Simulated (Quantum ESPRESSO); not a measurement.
Input of a Quantum ESPRESSO 7.5 run:

The input pw.in:

```
&CONTROL
  calculation = 'vc-relax'
  prefix = 'pwscf'
  outdir = './tmp'
  pseudo_dir = './pseudo'
  tprnfor = .true.
  tstress = .true.
  disk_io = 'low'
  nstep = 40
  forc_conv_thr = 0.0004
  etot_conv_thr = 1d-05
/
&SYSTEM
  ibrav = 0
  A = 2.87724295
  nat = 2
  ntyp = 2
  ecutwfc = 84
  nbnd = 9
  occupations = 'smearing'
  smearing = 'fd'
  degauss = 0.00367493
  vdw_corr = 'grimme-d3'
  dftd3_version = 3
/
&ELECTRONS
  conv_thr = 4d-10
  electron_maxstep = 120
  mixing_beta = 0.5
/
&IONS
  ion_dynamics = 'bfgs'
/
&CELL
  cell_dynamics = 'bfgs'
  press = 0
  press_conv_thr = 0.3
/
ATOMIC_SPECIES
Al    26.9815 Al.upf
N     14.0070 N.upf
CELL_PARAMETERS alat
   0.0000000000    0.7071067808    0.7071067808
   0.7071067808    0.0000000000    0.7071067808
   0.7071067808    0.7071067808    0.0000000000
ATOMIC_POSITIONS alat
Al     0.7071067808    0.7071067808    0.7071067808
N      0.0000000000    0.0000000000    0.0000000000
K_POINTS automatic
11 11 11 0 0 0
```

Potentials or basis: PseudoDojo 0.4.1 SR PBE standard.

Launch:

```sh
$ OMP_NUM_THREADS=1 pw.x -in pw.in > pw.out
```

Problem. Estimate the space group after relaxing (to 0.05 Å).

Solution. Fm-3m (No. 225).

Problem. Estimate the band gap on the k mesh.

Solution. 4.74 eV, indirect (least direct gap 5.62 eV).

Step by step:
| step | energy change (eV) | largest force (eV/Å) | pressure (GPa) | volume (Å³) |
| --- | --- | --- | --- | --- |
| 1 | 0.0000 | 0.0000 | -3.46 | 16.84 |
| 2 | -0.0022 | 0.0000 | 1.12 | 16.55 |
| 3 | -0.0025 | 0.0000 | -0.02 | 16.62 |
| 4 | -0.0025 | 0.0000 | 0.01 | 16.62 |

Caveat: an odd mesh through Γ misses points on the zone boundary, where band edges often lie. As with any semilocal functional, this PBE gap is likely too small.
